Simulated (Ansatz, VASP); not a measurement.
KF: VASP beside Ansatz

The input INCAR:

```
SYSTEM = KF
PREC     = Accurate       ! precision mode
ENCUT    = 520            ! plane-wave cutoff, eV
EDIFF    = 1E-6           ! SCF threshold, eV
ISMEAR   = 0              ! smearing method
SIGMA    = 0.05           ! smearing width, eV
LREAL    = .False.        ! projectors in reciprocal space
LASPH    = .True.         ! aspherical terms in the spheres
NELM     = 60             ! most SCF steps
ALGO     = Fast           ! electronic algorithm
ISIF     = 2              ! what is computed and relaxed
LWAVE    = .False.        ! write WAVECAR
LCHARG   = .False.        ! write CHGCAR
NBANDS   = 15             ! bands
```

File KPOINTS:

```
Automatic mesh
0
Gamma
  8 8 8
  0 0 0
```

Contents of POSCAR:

```
KF
1.0
    0.0000000000      2.7488491826      2.5289412480
    2.7488491826      0.0000000000      2.5289412480
    2.7488491826      2.7488491826      0.0000000000
K F
1 1
Direct
    0.0000000000      0.0000000000      0.0000000000
    0.5000000000      0.5000000000      0.5000000000
```

Input for Ansatz:

```yaml
crystal:
  lattice:
    - [0.0, 2.7488491826, 2.528941248]
    - [2.7488491826, 0.0, 2.528941248]
    - [2.7488491826, 2.7488491826, 0.0]
  atoms:
    - { symbol: K, position: [0.0, 0.0, 0.0] }
    - { symbol: F, position: [0.5, 0.5, 0.5] }
basis:
  ecutwfc: 420
kpoints:
  mp_grid: { grid: [8, 8, 8] }
hamiltonian:
  xc: lda
scf:
  occupations: { method: gaussian, width: 0.05 }
output:
  forces: true
  stress: true
  eigenvalues: true
```

Alike in both runs: task single point; functional LDA; k mesh 8 × 8 × 8; occupations gaussian, width 0.05 eV; no spin polarisation.

|  | VASP | Ansatz |
| --- | --- | --- |
| version | VASP 6.6.1 | Ansatz 0.2.0 |
| potentials or method | VASP PAW LDA potentials, release 64 (K_sv, F) | scalar-relativistic, plane waves, PAW |
| plane-wave cutoff (eV) | 520 | 420 |
| valence electrons in the cell | 16 | 16 |

```csv
,VASP,Ansatz,Ansatz less VASP
gap on the k mesh at the Fermi level (eV),5.64,5.66,+0.019
least direct gap on the mesh (eV),5.64,5.66,+0.019
pressure (GPa),-2.8,-2.9,-0.10
largest component of the traceless stress (GPa),3.04,2.86,-0.173
```

A k mesh can miss the band edges.
